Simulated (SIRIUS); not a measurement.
# SiNi (Pmmn) in SIRIUS: settings compared

The runs below take SiNi through single point, with PBEsol, WC, AM05.

Everything below comes from runs of SIRIUS 7.12.0. Logs are shortened: lines on timing, memory, paths and dates and some standing lists are left out, and cuts for length are marked. The log counts tension as positive stress, the text compression.

**1. Starting point**

Symmetry: Pmmn, No. 59, orthorhombic system. The conventional cell has a = 2.943 Å, b = 3.280 Å, c = 4.677 Å, α = 90.00°, β = 90.00°, γ = 90.00°. Ni (site symmetry mm2) has 6 Si at 2.34 to 2.37 Å and 4 Ni at 2.65 Å as nearest neighbours. Si (site symmetry mm2) is surrounded by 6 Ni at 2.34 to 2.37 Å and 4 Si at 2.65 Å.

The cell is a database's computed one.

**2. Single point, PBEsol, collinear spin, ferromagnetic start**

sirius.json

```json
{
  "control": {
    "processing_unit": "cpu",
    "std_evp_solver_name": "lapack",
    "gen_evp_solver_name": "lapack",
    "verbosity": 2,
    "print_forces": true,
    "ortho_rf": true,
    "use_second_variation": true,
    "rmt_max": 3.0,
    "num_bands_to_print": 24,
    "save_wf": true
  },
  "parameters": {
    "electronic_structure_method": "full_potential_lapwlo",
    "xc_functionals": ["XC_GGA_X_PBE_SOL", "XC_GGA_C_PBE_SOL"],
    "core_relativity": "dirac",
    "valence_relativity": "iora",
    "num_fv_states": 47,
    "smearing": "fermi_dirac",
    "smearing_width": 0.0018374661,
    "pw_cutoff": 21,
    "gk_cutoff": 3.96,
    "lmax_apw": 10,
    "lmax_rho": 8,
    "lmax_pot": 8,
    "num_mag_dims": 1,
    "auto_rmt": 0,
    "ngridk": [4, 4, 3],
    "shiftk": [0, 0, 0],
    "num_dft_iter": 80,
    "energy_tol": 1e-07,
    "density_tol": 1e-05,
    "use_symmetry": true
  },
  "settings": {"tol_ne": 1e-10},
  "iterative_solver": {"type": "exact"},
  "mixer": {"type": "anderson", "beta": 0.4, "max_history": 8},
  "unit_cell": {
    "lattice_vectors": [[5.561030595, 0.0, 0.0], [0.0, 6.1989168702, 0.0], [0.0, 0.0, 8.8390933389]],
    "atom_types": ["Ni", "Si"],
    "atom_files": {"Ni": "Ni.json", "Si": "Si.json"},
    "atoms": {
      "Ni": [[0.5, 0.5, 0.34249559, 0.0, 0.0, 1.0], [0.0, 0.0, 0.65750441, 0.0, 0.0, 1.0]],
      "Si": [[0.5, 0.5, 0.84314316, 0.0, 0.0, 0.0], [0.0, 0.0, 0.15685684, 0.0, 0.0, 0.0]]
    }
  }
}
```

Ni.json

```json
{
  "name": "nickel",
  "symbol": "Ni",
  "number": 28,
  "mass": 58.6934,
  "rmin": 1e-06,
  "rmt": 2.22,
  "nrmt": 800,
  "rinf": 14.89,
  "core": "1s2s2p",
  "valence": [
    {"basis": [{"enu": 0.14, "dme": 0, "n": 0, "auto": 0}, {"enu": 0.14, "dme": 1, "n": 0, "auto": 0}]},
    {"l": 0, "n": 1, "basis": [{"enu": 0.24, "dme": 0, "n": 0, "auto": 0}]},
    {"l": 1, "n": 2, "basis": [{"enu": 0.24, "dme": 0, "n": 0, "auto": 0}]},
    {"l": 2, "n": 3, "basis": [{"enu": 0.2291, "dme": 0, "n": 0, "auto": 0}]},
    {"l": 3, "n": 4, "basis": [{"enu": 0.24, "dme": 0, "n": 0, "auto": 0}]}
  ],
  "lo": [
    {"l": 0, "basis": [{"enu": 0.24, "dme": 0, "n": 0, "auto": 0}, {"enu": 0.24, "dme": 1, "n": 0, "auto": 0}]},
    {
      "l": 0,
      "basis": [{"enu": -3.5966, "dme": 0, "n": 3, "auto": 1}, {"enu": -3.5966, "dme": 1, "n": 3, "auto": 1}]
    },
    {
      "l": 0,
      "basis": [{"enu": -3.5966, "dme": 1, "n": 3, "auto": 1}, {"enu": 0.24, "dme": 0, "n": 0, "auto": 0}]
    },
    {"l": 0, "basis": [{"enu": 0.24, "dme": 0, "n": 0, "auto": 0}, {"enu": 3.4865, "dme": 0, "n": 0, "auto": 0}]},
    {"l": 1, "basis": [{"enu": 0.24, "dme": 0, "n": 0, "auto": 0}, {"enu": 0.24, "dme": 1, "n": 0, "auto": 0}]},
    {
      "l": 1,
      "basis": [{"enu": -2.1609, "dme": 0, "n": 3, "auto": 1}, {"enu": -2.1609, "dme": 1, "n": 3, "auto": 1}]
    },
    {
      "l": 1,
      "basis": [{"enu": -2.1609, "dme": 1, "n": 3, "auto": 1}, {"enu": 0.24, "dme": 0, "n": 0, "auto": 0}]
    },
    {"l": 1, "basis": [{"enu": 0.24, "dme": 0, "n": 0, "auto": 0}, {"enu": 3.9735, "dme": 0, "n": 0, "auto": 0}]},
    {
      "l": 2,
      "basis": [{"enu": 0.2291, "dme": 0, "n": 0, "auto": 0}, {"enu": 0.2291, "dme": 1, "n": 0, "auto": 0}]
    },
    {
      "l": 2,
      "basis": [{"enu": 0.2291, "dme": 1, "n": 0, "auto": 0}, {"enu": 0.2291, "dme": 2, "n": 0, "auto": 0}]
    },
    {
      "l": 2,
      "basis": [{"enu": 0.2291, "dme": 0, "n": 0, "auto": 0}, {"enu": 3.3944, "dme": 0, "n": 0, "auto": 0}]
    },
    {"l": 3, "basis": [{"enu": 0.24, "dme": 0, "n": 0, "auto": 0}, {"enu": 0.24, "dme": 1, "n": 0, "auto": 0}]},
    {"l": 3, "basis": [{"enu": 0.24, "dme": 0, "n": 0, "auto": 0}, {"enu": 3.7706, "dme": 0, "n": 0, "auto": 0}]}
  ],
  "free_atom": [... radial grid and density of the free atom, the start of the SCF ...]
}
```

Si.json

```json
{
  "name": "silicon",
  "symbol": "Si",
  "number": 14,
  "mass": 28.0855,
  "rmin": 1e-06,
  "rmt": 2.12,
  "nrmt": 800,
  "rinf": 17.42,
  "core": "1s",
  "valence": [
    {"basis": [{"enu": 0.14, "dme": 0, "n": 0, "auto": 0}, {"enu": 0.14, "dme": 1, "n": 0, "auto": 0}]},
    {"l": 0, "n": 1, "basis": [{"enu": 0.1668, "dme": 0, "n": 0, "auto": 0}]},
    {"l": 1, "n": 2, "basis": [{"enu": 0.24, "dme": 0, "n": 0, "auto": 0}]},
    {"l": 2, "n": 3, "basis": [{"enu": 0.24, "dme": 0, "n": 0, "auto": 0}]},
    {"l": 3, "n": 4, "basis": [{"enu": 0.24, "dme": 0, "n": 0, "auto": 0}]}
  ],
  "lo": [
    {
      "l": 0,
      "basis": [{"enu": 0.1668, "dme": 0, "n": 0, "auto": 0}, {"enu": 0.1668, "dme": 1, "n": 0, "auto": 0}]
    },
    {
      "l": 0,
      "basis": [{"enu": -4.7007, "dme": 0, "n": 2, "auto": 1}, {"enu": -4.7007, "dme": 1, "n": 2, "auto": 1}]
    },
    {
      "l": 0,
      "basis": [{"enu": -4.7007, "dme": 1, "n": 2, "auto": 1}, {"enu": 0.1668, "dme": 0, "n": 0, "auto": 0}]
    },
    {
      "l": 0,
      "basis": [{"enu": 0.1668, "dme": 0, "n": 0, "auto": 0}, {"enu": 3.7267, "dme": 0, "n": 0, "auto": 0}]
    },
    {"l": 1, "basis": [{"enu": 0.24, "dme": 0, "n": 0, "auto": 0}, {"enu": 0.24, "dme": 1, "n": 0, "auto": 0}]},
    {
      "l": 1,
      "basis": [{"enu": -3.1198, "dme": 0, "n": 2, "auto": 1}, {"enu": -3.1198, "dme": 1, "n": 2, "auto": 1}]
    },
    {
      "l": 1,
      "basis": [{"enu": -3.1198, "dme": 1, "n": 2, "auto": 1}, {"enu": 0.24, "dme": 0, "n": 0, "auto": 0}]
    },
    {"l": 1, "basis": [{"enu": 0.24, "dme": 0, "n": 0, "auto": 0}, {"enu": 4.334, "dme": 0, "n": 0, "auto": 0}]},
    {"l": 2, "basis": [{"enu": 0.24, "dme": 0, "n": 0, "auto": 0}, {"enu": 0.24, "dme": 1, "n": 0, "auto": 0}]},
    {"l": 2, "basis": [{"enu": 0.24, "dme": 1, "n": 0, "auto": 0}, {"enu": 0.24, "dme": 2, "n": 0, "auto": 0}]},
    {"l": 2, "basis": [{"enu": 0.24, "dme": 0, "n": 0, "auto": 0}, {"enu": 3.711, "dme": 0, "n": 0, "auto": 0}]},
    {"l": 3, "basis": [{"enu": 0.24, "dme": 0, "n": 0, "auto": 0}, {"enu": 0.24, "dme": 1, "n": 0, "auto": 0}]}
  ],
  "free_atom": [... radial grid and density of the free atom, the start of the SCF ...]
}
```

sirius_start.json

```json
{
  "control": {
    "processing_unit": "cpu",
    "std_evp_solver_name": "lapack",
    "gen_evp_solver_name": "lapack",
    "verbosity": 1,
    "print_forces": false,
    "ortho_rf": true,
    "use_second_variation": true,
    "rmt_max": 3.0,
    "num_bands_to_print": 24,
    "save_wf": false
  },
  "parameters": {
    "electronic_structure_method": "full_potential_lapwlo",
    "xc_functionals": ["XC_LDA_X", "XC_LDA_C_PW"],
    "core_relativity": "dirac",
    "valence_relativity": "iora",
    "num_fv_states": 47,
    "smearing": "fermi_dirac",
    "smearing_width": 0.0055123983,
    "pw_cutoff": 21,
    "gk_cutoff": 3.17,
    "lmax_apw": 10,
    "lmax_rho": 8,
    "lmax_pot": 8,
    "num_mag_dims": 1,
    "auto_rmt": 0,
    "ngridk": [2, 2, 1],
    "shiftk": [0, 0, 0],
    "num_dft_iter": 30,
    "energy_tol": 0.01,
    "density_tol": 0.05,
    "use_symmetry": true
  },
  "settings": {"tol_ne": 1e-10},
  "iterative_solver": {"type": "exact"},
  "mixer": {"type": "anderson", "beta": 0.4, "max_history": 8},
  "unit_cell": {
    "lattice_vectors": [[5.561030595, 0.0, 0.0], [0.0, 6.1989168702, 0.0], [0.0, 0.0, 8.8390933389]],
    "atom_types": ["Ni", "Si"],
    "atom_files": {"Ni": "Ni.json", "Si": "Si.json"},
    "atoms": {
      "Ni": [[0.5, 0.5, 0.34249559, 0.0, 0.0, 1.0], [0.0, 0.0, 0.65750441, 0.0, 0.0, 1.0]],
      "Si": [[0.5, 0.5, 0.84314316, 0.0, 0.0, 0.0], [0.0, 0.0, 0.15685684, 0.0, 0.0, 0.0]]
    }
  }
}
```

Potentials or basis: all-electron FP-LAPW, apw+lo standard.

Command:

```sh
$ OMP_NUM_THREADS=2 sirius.scf --input=sirius_start.json --output=start.json
$ OMP_NUM_THREADS=2 sirius.scf --input=sirius.json --output=output.json --task=1
```

Standard output:

```text
[info] SIRIUS version : 7.12.0
[info] number of MPI ranks           : 1
[info] MPI grid                      : 1 1
[info] maximum number of OMP threads : 2
[fft] FFT context for density and potential
[fft] =====================================
[fft]   plane wave cutoff                     : 21
[fft]   grid size                             : 40 45 64   total : 115200
[fft]   grid limits                           : -19 20   -22 22   -31 32
[fft]   number of G-vectors within the cutoff : 47675
[fft]   number of G-shells                    : 6583
[fft] FFT context for coarse grid
[fft] =====================================
[fft]   plane wave cutoff                     : 7.92
[fft]   grid size                             : 18 18 25   total : 8100
[fft]   grid limits                           : -8 9   -8 9   -12 12
[fft]   number of G-vectors within the cutoff : 2559
[fft]   number of G-shells                    : 413
[unit cell] lattice vectors
[unit cell]   a1 :       5.5610305950      0.0000000000      0.0000000000
[unit cell]   a2 :       0.0000000000      6.1989168702      0.0000000000
[unit cell]   a3 :       0.0000000000      0.0000000000      8.8390933389
[unit cell] reciprocal lattice vectors
[unit cell]   b1 :       1.1298598704      0.0000000000      0.0000000000
[unit cell]   b2 :       0.0000000000      1.0135940582      0.0000000000
[unit cell]   b3 :       0.0000000000      0.0000000000      0.7108404750
[unit cell] unit cell volume :       304.70446397 [a.u.^3]
[unit cell] 1/sqrt(omega)    :         0.05728760
[unit cell] MT volume        :       171.48216786 (56.28%)
[unit cell] IT volume        :       133.22229611 (43.72%)
[unit cell] number of atom types : 2
[unit cell] type id : 0 symbol : Ni mt_radius :   2.220000 num_atoms : 2
[unit cell] type id : 1 symbol : Si mt_radius :   2.120000 num_atoms : 2
[unit cell] total number of atoms : 4
[unit cell] number of symmetry classes : 2
[unit cell] atom id  type id  class id             position                      vector_field
[unit cell] ------------------------------------------------------------------------------------------
[unit cell]      0        0        0      0.50000   0.50000   0.34250      0.00000   0.00000   1.00000
[... 377 lines left out ...]
[generate_core_charge_density]   n,l,k : 2 0 1  energy :         -35.38799416
[generate_core_charge_density]   n,l,k : 2 1 1  energy :         -30.79687988
[generate_core_charge_density]   n,l,k : 2 1 2  energy :         -30.15514225
[generate_core_charge_density] atom class : 1
[generate_core_charge_density]   n,l,k : 1 0 1  energy :         -64.94618453
[... 39 lines left out ...]
[find] valence_eval_sum               :     -84.34208291
[find] core_eval_sum                  :   -1968.87685253
[find] kinetic energy                 :    3667.09036135
[find] enuc                           :   -4367.98633490
[find] <rho|V^{XC}>                   :    -216.62417542
[find] <rho|E^{XC}>                   :    -165.47707878
[find] <mag|B^{XC}>                   :      -0.00000000
[find] <rho|V^{H}>                    :   -5503.68512137
[find] smearing (-TS)                 :      -0.00036115
[find] SCF correction                 :      -0.00005490
[find] Total energy                   :   -3618.21566792 (Ha),   -7236.43133584 (Ry)
[find] Free energy (E-TS)             :   -3618.21602907 (Ha),   -7236.43205815 (Ry)
[find] band gap (eV)                  :       0.00000000
[find] Efermi                         :       0.39388374
[find] iteration : 9, RMS (target) : 8.2461e-06 (1.0000e-05) , energy difference (target) : 3.1842e-08 (1.0000e-07)
[find] converged after 10 SCF iterations!
[find] Charges and magnetic moments
[find] --------------------------------------------------------------------------------
[find] atom      charge    core leakage                 moment                |moment|
[find] --------------------------------------------------------------------------------
[find]    0   27.133045    4.729550e-13  [  0.00000,   0.00000,   0.00000]    0.000000
[find]    1   27.133045    4.729550e-13  [  0.00000,   0.00000,   0.00000]    0.000000
[find]    2   12.131167    0.000000e+00  [  0.00000,   0.00000,   0.00000]    0.000001
[find]    3   12.131167    0.000000e+00  [  0.00000,   0.00000,   0.00000]    0.000001
[find] total core leakage    : 9.45909937e-13
[find] interstitial charge   : 5.471574
[find] interstitial moment   : [  0.00000,   0.00000,   0.00000], magnitude : 0.000002
[find] total charge          : 83.999998
[find] total moment          : [  0.00000,   0.00000,   0.00000], magnitude : 0.000004
[find] Energy
[find] --------------------------------------------------------------------------------
[find] valence_eval_sum               :     -84.34208291
[find] core_eval_sum                  :   -1968.87685253
[find] kinetic energy                 :    3667.09036135
[find] enuc                           :   -4367.98633490
[find] <rho|V^{XC}>                   :    -216.62417542
[find] <rho|E^{XC}>                   :    -165.47707878
[find] <mag|B^{XC}>                   :      -0.00000000
[find] <rho|V^{H}>                    :   -5503.68512137
[find] smearing (-TS)                 :      -0.00036115
[find] SCF correction                 :      -0.00005490
[find] Total energy                   :   -3618.21566792 (Ha),   -7236.43133584 (Ry)
[find] Free energy (E-TS)             :   -3618.21602907 (Ha),   -7236.43205815 (Ry)
[find] band gap (eV)                  :       0.00000000
[find] Efermi                         :       0.39388374
[ground_state]
[ground_state] ==== total Forces in Ha/bohr =====
[ground_state] atom:    0, force:       0.0000000      0.0000000      0.0008685
[ground_state] atom:    1, force:       0.0000000      0.0000000     -0.0008685
[ground_state] atom:    2, force:       0.0000000      0.0000000     -0.0014943
[ground_state] atom:    3, force:       0.0000000      0.0000000      0.0014943
[ground_state] ==== contribution from density =====
[ground_state] atom:    0, force:       0.0000000      0.0000000      0.0866131
[ground_state] atom:    1, force:       0.0000000      0.0000000     -0.0866131
[ground_state] atom:    2, force:       0.0000000      0.0000000      0.0398310
[ground_state] atom:    3, force:       0.0000000      0.0000000     -0.0398310
[ground_state] ==== contribution from Hartree potential =====
[ground_state] atom:    0, force:       0.0000000      0.0000000     -0.0205258
[ground_state] atom:    1, force:       0.0000000      0.0000000      0.0205258
[ground_state] atom:    2, force:       0.0000000      0.0000000     -0.0339154
[ground_state] atom:    3, force:       0.0000000      0.0000000      0.0339154
[ground_state] ==== contribution from IBS =====
[ground_state] atom:    0, force:       0.0000000      0.0000000     -0.0652187
[ground_state] atom:    1, force:       0.0000000      0.0000000      0.0652187
[ground_state] atom:    2, force:       0.0000000      0.0000000     -0.0074099
[ground_state] atom:    3, force:       0.0000000      0.0000000      0.0074099
```

Run time: 75 s. Hardware: 2 threads of Arm Neoverse V2, shared host; peak memory 0.82 GiB.

Results:

```
Free energy                                       : -98456.6739 eV
Largest force                                     : 0.077 eV/Å
Band gap on the k mesh                            : none (metal or under the smearing width)
Net moment                                        : 0.00 μB per cell
All electrons inside the program's atomic spheres : Ni 27.13; Si 12.13 (radii Ni 2.22, Si 2.12 bohr)
```

Forces on the atoms (eV/Å):
```
Ni   0.000  0.000  0.045
Ni   0.000  0.000 -0.045
Si   0.000  0.000 -0.077
Si   0.000  0.000  0.077
```

Caveat: the k mesh is coarse (spacing up to 0.53 Å⁻¹), so the values aren't converged.

**3. Single point, WC, collinear spin, ferromagnetic start**

Edit sirius.json of step 2 so:

```diff
@@ -15,3 +15,3 @@
     "electronic_structure_method": "full_potential_lapwlo",
-    "xc_functionals": ["XC_GGA_X_PBE_SOL", "XC_GGA_C_PBE_SOL"],
+    "xc_functionals": ["XC_GGA_X_WC", "XC_GGA_C_PBE"],
     "core_relativity": "dirac",
```

Ni.json is that of step 2.

Si.json is that of step 2.

sirius_start.json is that of step 2.

Potentials or basis: all-electron FP-LAPW, apw+lo standard.

Command:

```sh
$ OMP_NUM_THREADS=2 sirius.scf --input=sirius_start.json --output=start.json
$ OMP_NUM_THREADS=2 sirius.scf --input=sirius.json --output=output.json --task=1
```

Wall time 84 s (2 threads of Arm Neoverse V2, shared host); peak memory 0.81 GiB.

The run converged. Its results:

| Quantity | Value |
| --- | --- |
| Free energy | -98520.2696 eV |
| Largest force | 0.102 eV/Å |
| Band gap on the k mesh | none (metal or under the smearing width) |
| Net moment | 0.00 μB per cell |
| All electrons inside the program's atomic spheres | Ni 27.14; Si 12.14 (radii Ni 2.22, Si 2.12 bohr) |

Forces on the atoms (eV/Å):
```
Ni   0.000  0.000  0.024
Ni   0.000  0.000 -0.024
Si   0.000  0.000 -0.102
Si   0.000  0.000  0.102
```

Levels at points of the mesh, in eV from the Fermi level:
Spin up:
| k point | band 27 | band 28 | band 29 | band 30 | band 31 | band 32 | band 33 | band 34 |
| --- | --- | --- | --- | --- | --- | --- | --- | --- |
| (0.00, 0.00, 0.00) | -2.43 | -2.14 | -2.12 | -1.48 | 1.13 | 2.64 | 5.06 | 5.47 |
| (0.50, 0.00, 0.00) | -2.71 | -2.71 | -1.69 | -1.69 | 1.67 | 1.67 | 3.36 | 3.36 |
| (0.00, 0.50, 0.00) | -2.36 | -2.36 | -2.31 | -2.31 | 1.06 | 1.06 | 4.90 | 4.90 |
| (0.50, 0.50, 0.00) | -2.21 | -2.21 | -1.69 | -1.69 | 1.48 | 1.48 | 1.85 | 1.85 |
Spin down:
| k point | band 26 | band 27 | band 28 | band 29 | band 30 | band 31 | band 32 | band 33 | band 34 | band 35 |
| --- | --- | --- | --- | --- | --- | --- | --- | --- | --- | --- |
| (0.00, 0.00, 0.00) | -2.82 | -2.43 | -2.14 | -2.12 | -1.48 | 1.13 | 2.64 | 5.06 | 5.47 | 7.15 |
| (0.50, 0.00, 0.00) | -2.74 | -2.71 | -2.71 | -1.69 | -1.69 | 1.67 | 1.67 | 3.36 | 3.36 | 5.96 |
| (0.00, 0.50, 0.00) | -2.89 | -2.36 | -2.36 | -2.31 | -2.31 | 1.06 | 1.06 | 4.90 | 4.90 | 7.79 |
| (0.50, 0.50, 0.00) | -3.46 | -2.21 | -2.21 | -1.69 | -1.69 | 1.48 | 1.48 | 1.85 | 1.85 | 3.80 |

Caveat: the k mesh is coarse (spacing up to 0.53 Å⁻¹), so the values aren't converged.

**4. Single point, AM05, collinear spin, ferromagnetic start**

Edit sirius.json of step 3 so:

```diff
@@ -15,3 +15,3 @@
     "electronic_structure_method": "full_potential_lapwlo",
-    "xc_functionals": ["XC_GGA_X_WC", "XC_GGA_C_PBE"],
+    "xc_functionals": ["XC_GGA_X_AM05", "XC_GGA_C_AM05"],
     "core_relativity": "dirac",
```

Ni.json is that of step 3.

Si.json is that of step 3.

sirius_start.json is that of step 3.

Command:

```sh
$ OMP_NUM_THREADS=2 sirius.scf --input=sirius_start.json --output=start.json
$ OMP_NUM_THREADS=2 sirius.scf --input=sirius.json --output=output.json --task=1
```

Wall time 74 s (2 threads of Arm Neoverse V2, shared host); peak memory 0.82 GiB.

Results (log left out):

```yaml
Free_energy: -98380.6794 eV
Largest_force: 0.090 eV/Å
Band_gap_on_the_k_mesh: none (metal or under the smearing width)
Net_moment: 0.00 μB per cell
All_electrons_inside_the_program's_atomic_spheres: Ni 27.13; Si 12.12 (radii Ni 2.22, Si 2.12 bohr)
```

Forces on the atoms (eV/Å):
```
Ni   0.000  0.000  0.090
Ni   0.000  0.000 -0.090
Si   0.000  0.000 -0.012
Si   0.000  0.000  0.012
```

Levels at points of the mesh, in eV from the Fermi level:
Spin up:
```csv
k point,band 28,band 29,band 30,band 31,band 32,band 33
"(0.00, 0.00, 0.00)",-2.14,-2.11,-1.47,1.15,2.65,5.10
"(0.50, 0.00, 0.00)",-2.70,-1.67,-1.67,1.70,1.70,3.37
"(0.00, 0.50, 0.00)",-2.35,-2.28,-2.28,1.09,1.09,4.92
"(0.50, 0.50, 0.00)",-2.19,-1.67,-1.67,1.50,1.50,1.85
```
Spin down:
```tsv
k point	band 27	band 28	band 29	band 30	band 31	band 32	band 33	band 34
(0.00, 0.00, 0.00)	-2.42	-2.14	-2.11	-1.47	1.15	2.65	5.10	5.44
(0.50, 0.00, 0.00)	-2.70	-2.70	-1.67	-1.67	1.70	1.70	3.37	3.37
(0.00, 0.50, 0.00)	-2.35	-2.35	-2.28	-2.28	1.09	1.09	4.92	4.92
(0.50, 0.50, 0.00)	-2.19	-2.19	-1.67	-1.67	1.50	1.50	1.85	1.85
```

Caveat: the k mesh is coarse (spacing up to 0.53 Å⁻¹), so the values aren't converged.

(Continued in part 2 of 2.)
